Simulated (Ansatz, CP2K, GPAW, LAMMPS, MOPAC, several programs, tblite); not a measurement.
# What cheap methods get right for KCl

How much accuracy does each second buy? KCl is computed with 12 methods, from the cheapest up to r2SCAN.

Method: no spin polarisation, static lattice; gaps from single points on the cell relaxed beforehand with r²SCAN, in LAMMPS, MOPAC, tblite, CP2K, GPAW, Ansatz (versions at each run).

## 1. The system as given

The structure is cubic, space group Pm-3m (No. 221). The conventional cell has a = 3.771 Å, b = 3.771 Å, c = 3.771 Å, α = 90.00°, β = 90.00°, γ = 90.00°. K (site symmetry m-3m) is surrounded by 8 Cl at 3.27 Å. Around Cl (site symmetry m-3m) lie 8 K at 3.27 Å.

As a file:

```
K Cl
1.0
     3.77081    0.00000    0.00000
     0.00000    3.77081    0.00000
     0.00000    0.00000    3.77081
K Cl
1 1
Direct
  0.00000 0.00000 0.00000
  0.50000 0.50000 0.50000
```

**Question.** The methods are ffield.eim, PM6, PM7, GFN1-xTB (tblite), GFN2-xTB (tblite), PBE/DZVP, PBE/single-zeta, PBE/SZV, coarse PBE, GLLB-SC, PBE, r2SCAN. What gap does r2SCAN give on this cell, and which other methods (full PBE left aside) come nearest to r2SCAN and farthest in gap, volume and bulk modulus?

| quantity | value |
| --- | --- |
| r2SCAN | gap 5.80 eV, 26.81 Å³/atom, B₀ 23 GPa |
| gap: nearest and farthest of the other methods | PBE/DZVP, coarse PBE (about 0.75 eV off); PM7 (+6.45 eV) |
| volume: nearest and farthest of the other methods | ffield.eim (-2.6 %), PBE/SZV (+10.7 %) |
| bulk modulus: nearest and farthest of the other methods | PBE/SZV (-2 %), ffield.eim (+658 %) |

For the gap (full PBE left aside), PBE/DZVP, coarse PBE tie for nearest to r2SCAN; PM7 is farthest. Among the 5 methods compared for the volume (full PBE left aside), ffield.eim is nearest to r2SCAN and PBE/SZV farthest. For the bulk modulus, of the 5 methods compared (full PBE left aside), PBE/SZV comes nearest to r2SCAN and ffield.eim is farthest. A minimal basis or a coarse cutoff and mesh shifts results by its own error, so closeness to r2SCAN can be chance. Cluster runs see only the k-points that fold onto the zone centre, so their gaps can miss the band edges. GLLB-SC is compared with its derivative discontinuity added. No volume is given for PM6, PM7, GFN2-xTB (tblite), PBE/single-zeta, which can hide a larger miss. CPU times run from 0.12 s (ffield.eim) to 23 s (PBE/single-zeta). On this cell PBE/DZVP, PBE/single-zeta, GLLB-SC cost more than r2SCAN itself (4.8 s), so they are no saving here. r2SCAN is a yardstick, not the truth: it usually gives gaps below the measured ones.
